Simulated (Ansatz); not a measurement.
# PbSe in the antiNiAs structure

Method: PBE, scalar-relativistic; no spin polarisation; PAW, 420 eV, 8×8×6 k-mesh, Gaussian smearing of 0.05 eV; code Ansatz. The datasets are Ansatz's generated set soft_2.

```xyz
4
Lattice="4.2710 0.0000 0.0000 -2.1355 3.6988 0.0000 0.0000 0.0000 7.6440" Properties=species:S:1:pos:R:3 pbc="T T T"
Pb    0.0000    2.4659    1.9110
Pb    2.1355    1.2329    5.7330
Se    0.0000    0.0000    0.0000
Se    0.0000    0.0000    3.8220
```

The start was a prototype's sites filled with these elements. The Crystallography Open Database lists the compound in space group Fm-3m (rock salt), so this is a trial structure.

Elastic constants come from the stress of slightly strained cells with relaxed atoms, in GPa, Voigt order xx, yy, zz, yz, xz, xy in the Cartesian frame of the vectors above.

```
59.5 36.6 29.3  0.0  0.0  0.0
36.6 59.5 29.3  0.0  0.0  0.0
29.3 29.3 98.3  0.0  0.0  0.0
 0.0  0.0  0.0 22.7  0.0  0.0
 0.0  0.0  0.0  0.0 22.7  0.0
 0.0  0.0  0.0  0.0  0.0 11.5
```

Question: Work out the Voigt, Reuss and Hill moduli.

Answer: Voigt: K = (C11 + C22 + C33 + 2(C12 + C13 + C23))/9 = 45 GPa, G = (C11 + C22 + C33 − C12 − C13 − C23 + 3(C44 + C55 + C66))/15 = 19.5 GPa. Reuss, from the compliances S = C⁻¹: K = 44 GPa, G = 16.8 GPa. Hill means: K = 45 GPa, G = 18.2 GPa.

Question: And Young's modulus, Poisson's ratio, Pugh's ratio and the anisotropy?

Answer: E = 9KG/(3K + G) = 48 GPa, ν = (3K − 2G)/(6K + 2G) = 0.32, K/G = 2.46 (over the 1.75 that Pugh's rule, made for metals, takes as the line between brittle and ductile), universal anisotropy index 5G_V/G_R + K_V/K_R − 6 = 0.84. The eigenvalues of C are 11.5, 23, 23, 23, 56, 139 GPa, all positive.

Question: What sound velocities and Debye temperature follow for a polycrystal?

Answer: With a density of 7.870 g/cm³ (mean mass 143.1 u, 30.19 Å³/atom), K = 44.6 and G = 18.14 GPa from the unrounded constants, v_l = √((K + 4G/3)/ρ) = 2960 m/s and v_t = √(G/ρ) = 1520 m/s. The mean [(1/v_l³ + 2/v_t³)/3]^(−1/3) is 1700 m/s, and θ_D = (ħ/k_B)(6π²/V)^(1/3) v_m ≈ 160 K, with V the volume an atom. This is the low-temperature, elastic estimate.

The equation of state, an independent route, gives B0 = 44 GPa; its match is the Reuss value, 44 GPa, which holds for uniform pressure.

Cost: 2.3 min on 2 threads of Intel(R) Xeon(R) Platinum 8259CL CPU @ 2.50GHz (Skylake/Cascade Lake) (shared host), peak memory 0.77 GiB.

No spin–orbit coupling, a notable omission for heavy elements.
